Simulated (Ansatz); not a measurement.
Input and command of a plane-wave DFT calculation in Ansatz:

```yaml
crystal:
  lattice:
    - [-4.9459835041, 4.9459835041, 1.6506111205]
    - [4.9459835041, -4.9459835041, 1.6506111205]
    - [4.9459835041, 4.9459835041, -1.6506111205]
  atoms:
    - { symbol: Hf, position: [0.3083647914, 0.3709509608, 0.6793157522] }
    - { symbol: Hf, position: [0.6290490392, 0.3083647914, 0.9374138305] }
    - { symbol: Hf, position: [0.3709509608, 0.6916352086, 0.0625861695] }
    - { symbol: Hf, position: [0.6916352086, 0.6290490392, 0.3206842478] }
    - { symbol: Hf, position: [0.0, 0.0, 0.0] }
    - { symbol: O, position: [0.064876162, 0.2809227625, 0.3457989245] }
    - { symbol: O, position: [0.7190772375, 0.064876162, 0.7839533995] }
    - { symbol: O, position: [0.2809227625, 0.935123838, 0.2160466005] }
    - { symbol: O, position: [0.935123838, 0.7190772375, 0.6542010755] }
basis:
  ecutwfc: 420
kpoints:
  mp_grid: { grid: [12, 12, 12] }
hamiltonian:
  xc: pbe
scf:
  occupations: { method: gaussian, width: 0.1 }
output:
  forces: true
  stress: true
  eigenvalues: true
```

```bash
ansatz run input.yaml --threads 2 --pin off --max-ram 3584MiB --backend cpu --events-out ev --progress --plain --runs-dir out
```

Processor: Arm Neoverse V2, 2 threads, on a host shared with other jobs.

Q: Estimate time, memory and problem size.

A: About 87 s on 2 threads of Arm Neoverse V2, on a shared host, peak memory 2.2 GiB. It solves 93 bands at 242 k points (the mesh reduced by the symmetry that the task leaves, which can be less than the crystal's) with about 3137 plane waves, in 8 SCF iterations.
